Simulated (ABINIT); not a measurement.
# RbBr (Fm-3m) in ABINIT: a series of runs, part 2 of 2

ABINIT 10.8.3 (patched build). The steps go on from the part before.

## 3. Relaxation of cell and atoms, PBE

The input, run.abi:

```
# Pseudopotentials
pp_dirpath "./"
pseudos "Rb.GGA_PBE-JTH.xml, Br.GGA_PBE-JTH.xml"

# Structure
acell 4.8465098783 4.8465098783 4.8465098783 Angstrom
rprim
     0.0000000000     0.7071067812     0.7071067812
     0.7071067812     0.0000000000     0.7071067812
     0.7071067812     0.7071067812     0.0000000000
ntypat 2
znucl 37 35
natom 2
typat 1 2
chkprim 0
chksymtnons 0
tolsym 1.0e-6
xred
            0.0            0.0            0.0
            1/2            1/2            1/2

# Plane-wave basis
ecut 16.0
pawecutdg 32.0
ecutsm 0.5

# k points
kptopt 1
ngkpt 5 5 5
nshiftk 1
shiftk 0.0 0.0 0.0

# Exchange and correlation
ixc 11

# Bands and occupations
nband 12
occopt 3
tsmear 0.00183747

# SCF cycle
nstep 80
tolvrs 1.0e-10

# Output
iomode 3
prteig 0
prtebands 0
prtwf 0
prtden 0

# Relaxation
ionmov 2
optcell 2
ntime 50
tolmxf 2.0e-5
dilatmx 1.08
```

Potentials or basis: JTH PAW PBE v2.0.

Launch:

```bash
$ abinit run.abi > log 2>&1
```

run.abo:

```text
.Version 10.8.3 of ABINIT
 Symmetries : space group Fm -3 m (#225); Bravais cF (face-center cubic)
================================================================================
 Values of the parameters that define the memory need of the present run
     intxc =       0    ionmov =       2      iscf =      17    lmnmax =      13
     lnmax =       5     mgfft =      36  mpssoang =       3    mqgrid =    3001
     natom =       2  nloc_mem =       2    nspden =       1   nspinor =       1
    nsppol =       1      nsym =      48    n1xccc =       1    ntypat =       2
    occopt =       3   xclevel =       2
       mpw =        2107          nfft =       46656          nkpt =          10
 PAW method is used; the additional fine FFT grid is defined by:
   mgfftf=        54    nfftf =    157464
================================================================================
================================================================================

--------------------------------------------------------------------------------
------------- Echo of variables that govern the present computation ------------
--------------------------------------------------------------------------------
 -outvars: echo values of preprocessed input variables --------
            acell      9.1585763365E+00  9.1585763365E+00  9.1585763365E+00 Bohr
              amu      8.54678000E+01  7.99040000E+01
          chkprim           0
      chksymtnons           0
          dilatmx      1.08000000E+00
             ecut      1.60000000E+01 Hartree
           ecutsm      5.00000000E-01 Hartree
           ionmov           2
              ixc          11
         kptrlatt        5    0    0      0    5    0      0    0    5
          kptrlen      4.57928817E+01
            natom           2
            nband          12
            ngfft          36      36      36
          ngfftdg          54      54      54
             nkpt          10
            nstep          80
             nsym          48
            ntime          50
           ntypat           2
           occopt           3
          optcell           2
        pawecutdg      3.20000000E+01 Hartree
         pawxcdev           0
           prtden           0
        prtebands           0
           prteig           0
            prtwf           0
            rprim      0.0000000000E+00  7.0710678120E-01  7.0710678120E-01
                       7.0710678120E-01  0.0000000000E+00  7.0710678120E-01
                       7.0710678120E-01  7.0710678120E-01  0.0000000000E+00
          spgroup         225
           tolmxf      2.00000000E-05
           tolsym      1.00000000E-06
           tolvrs      1.00000000E-10
           tsmear      1.83747000E-03 Hartree
            typat      1  2
           useylm           1
           xangst      0.0000000000E+00  0.0000000000E+00  0.0000000000E+00
                       3.4270000001E+00  3.4270000001E+00  3.4270000001E+00
            xcart      0.0000000000E+00  0.0000000000E+00  0.0000000000E+00
                       6.4760914337E+00  6.4760914337E+00  6.4760914337E+00
             xred      0.0000000000E+00  0.0000000000E+00  0.0000000000E+00
                       5.0000000000E-01  5.0000000000E-01  5.0000000000E-01
            znucl       37.00000   35.00000

================================================================================

 chkinp: Checking input parameters for consistency.

================================================================================
== DATASET  1 ==================================================================

--- !DatasetInfo
iteration_state: {dtset: 1, }
[... 48 lines left out ...]

=== [ionmov= 2] Broyden-Fletcher-Goldfarb-Shanno method (forces)
================================================================================

--- Iteration: ( 1/50) Internal Cycle: (1/1)
--------------------------------------------------------------------------------

---SELF-CONSISTENT-FIELD CONVERGENCE--------------------------------------------
[... 486 lines left out ...]
 Difference of energy with previous step (new-old):
           Absolute (Ha)=-3.26435E-07
           Relative     =-8.56499E-09

 At Broyd/MD step   5, gradients are converged :
  max grad (force/stress) = 1.2120E-05 < tolmxf= 2.0000E-05 ha/bohr (free atoms)

================================================================================

 ----iterations are completed or convergence reached----

 Mean square residual over all n,k,spin=   44.172E-13; max=  21.505E-11
 reduced coordinates (array xred) for    2 atoms
       0.000000000000      0.000000000000      0.000000000000
       0.500000000000      0.500000000000      0.500000000000
 rms dE/dt=  0.0000E+00; max dE/dt=  0.0000E+00; dE/dt below (all hartree)
    1       0.000000000000      0.000000000000      0.000000000000
    2       0.000000000000      0.000000000000      0.000000000000

 cartesian coordinates (angstrom) at end:
    1      0.00000000000000     0.00000000000000     0.00000000000000
    2      3.51730610357635     3.51730610357635     3.51730610357635

 cartesian forces (hartree/bohr) at end:
    1     -0.00000000000000    -0.00000000000000    -0.00000000000000
    2     -0.00000000000000    -0.00000000000000    -0.00000000000000
 frms,max,avg= 0.0000000E+00 0.0000000E+00   0.000E+00  0.000E+00  0.000E+00 h/b

 cartesian forces (eV/Angstrom) at end:
    1     -0.00000000000000    -0.00000000000000    -0.00000000000000
    2     -0.00000000000000    -0.00000000000000    -0.00000000000000
 frms,max,avg= 0.0000000E+00 0.0000000E+00   0.000E+00  0.000E+00  0.000E+00 e/A
 length scales=  9.399917259441  9.399917259441  9.399917259441 bohr
              =  4.974221994695  4.974221994695  4.974221994695 angstroms
 Fermi (or HOMO) energy (hartree) =  -0.05397   Average Vxc (hartree)=  -0.26078
 Eigenvalues (hartree) for nkpt=  10  k points:
 kpt#   1, nband= 12, wtk=  0.00800, kpt=  0.0000  0.0000  0.0000 (reduced coord)
  -1.01194   -0.55271   -0.42636   -0.42636   -0.42636   -0.10770   -0.10770   -0.10770
   0.04527    0.16121    0.16121    0.16121
      occupation numbers for kpt#   1
   2.00000    2.00000    2.00000    2.00000    2.00000    2.00000    2.00000    2.00000
   0.00000    0.00000    0.00000    0.00000
 prteigrs : prtvol=0 or 1, do not print more k-points.

--- !EnergyTerms
iteration_state     : {dtset: 1, itime: 5, icycle: 1, }
comment             : Components of total free energy in Hartree
kinetic             :  1.34236860022901E+01
hartree             :  7.80462582016464E+00
xc                  : -1.26541796819742E+01
Ewald energy        : -2.75826132567744E+01
psp_core            :  2.16953384422131E+00
local_psp           : -2.03259492572575E+01
PAW spherical_terms : -9.47755208455781E-01
internal            : -3.81126517377858E+01
'-kT*entropy'       :  9.76213114296097E-16
total_energy        : -3.81126517377858E+01
total_energy_eV     : -1.03709808729545E+03
...

--- !EnergyTermsDC
iteration_state     : {dtset: 1, itime: 5, icycle: 1, }
comment             : '"Double-counting" decomposition of free energy'
band_energy         : -6.41481668443714E+00
Ewald energy        : -2.75826132567744E+01
psp_core            :  2.16953384422131E+00
xc_dc               : -9.28066656115236E+00
PAW spherical_terms :  2.99591177377881E+00
internal            : -3.81126508843638E+01
'-kT*entropy'       :  9.76213114296097E-16
total_energy_dc     : -3.81126508843638E+01
total_energy_dc_eV  : -1.03709806407265E+03
...

--- !EnergyTermsWithPAWCore
iteration_state     : {dtset: 1, itime: 5, icycle: 1, }
comment             : 'Components of total free energy, including PAW core contributions'
Total energy        : -5.58783222785204E+03
Total energy DC     : -5.58783222699862E+03
Total energy (eV)   : -1.52052661029822E+05
Total energy DC (eV): -1.52052661006600E+05
...

 Cartesian components of stress tensor (hartree/bohr^3)
  sigma(1 1)=  1.21197801E-07  sigma(3 2)=  0.00000000E+00
  sigma(2 2)=  1.21197801E-07  sigma(3 1)=  0.00000000E+00
  sigma(3 3)=  1.21197801E-07  sigma(2 1)=  0.00000000E+00

-Cartesian components of stress tensor (GPa)         [Pressure= -3.5658E-03 GPa]
- sigma(1 1)=  3.56576240E-03  sigma(3 2)=  0.00000000E+00
- sigma(2 2)=  3.56576240E-03  sigma(3 1)=  0.00000000E+00
- sigma(3 3)=  3.56576240E-03  sigma(2 1)=  0.00000000E+00

== END DATASET(S) ==============================================================
================================================================================

 -outvars: echo values of variables after computation  --------
            acell      9.3999172594E+00  9.3999172594E+00  9.3999172594E+00 Bohr
           etotal     -3.8112650884E+01
            fcart     -0.0000000000E+00 -0.0000000000E+00 -0.0000000000E+00
                      -0.0000000000E+00 -0.0000000000E+00 -0.0000000000E+00
            rprim      0.0000000000E+00  7.0710678119E-01  7.0710678119E-01
                       7.0710678119E-01  0.0000000000E+00  7.0710678119E-01
                       7.0710678119E-01  7.0710678119E-01  0.0000000000E+00
           strten      1.2119780057E-07  1.2119780057E-07  1.2119780057E-07
                       0.0000000000E+00  0.0000000000E+00  0.0000000000E+00
           xangst      0.0000000000E+00  0.0000000000E+00  0.0000000000E+00
                       3.5173061036E+00  3.5173061036E+00  3.5173061036E+00
             xred      0.0000000000E+00  0.0000000000E+00  0.0000000000E+00
                       5.0000000000E-01  5.0000000000E-01  5.0000000000E-01
 Calculation completed.
```

Wall time 41 s (1 thread of Arm Neoverse V2, shared host); peak memory 0.13 GiB.

Results:

| Property | Result |
| --- | --- |
| Free energy | -1037.0981 eV |
| Relaxed volume | 43.51 Å³/atom |
| Relaxed cell | a = 4.974 Å, b = 4.974 Å, c = 4.974 Å, α = 60.00°, β = 60.00°, γ = 60.00° |
| Space group after relaxing (to 0.05 Å) | Fm-3m (No. 225) |
| Energy gained by relaxing | 10.6 meV/atom |
| Ionic steps | 5 |
| Pressure after relaxing | 0.0 GPa |
| Band gap on the k mesh | 4.16 eV, direct |

Step by step:
```csv
step,energy change (eV),largest force (eV/Å),pressure (GPa),volume (Å³)
1,0.0000,0.0000,1.11,80.50
2,-0.0019,0.0000,1.05,80.77
3,-0.0210,0.0000,0.09,86.28
4,-0.0212,0.0000,0.02,86.86
5,-0.0212,0.0000,0.00,87.03
```

Final structure:
```
Rb Br
1.0
     0.00000    3.51731    3.51731
     3.51731    0.00000    3.51731
     3.51731    3.51731    0.00000
Rb Br
1 1
Direct
  0.00000 0.00000 0.00000
  0.50000 0.50000 0.50000
```

Caveat: an odd mesh through Γ misses points on the zone boundary, where band edges often lie. Expect the measured gap to be larger: semilocal functionals such as PBE lack the derivative discontinuity.
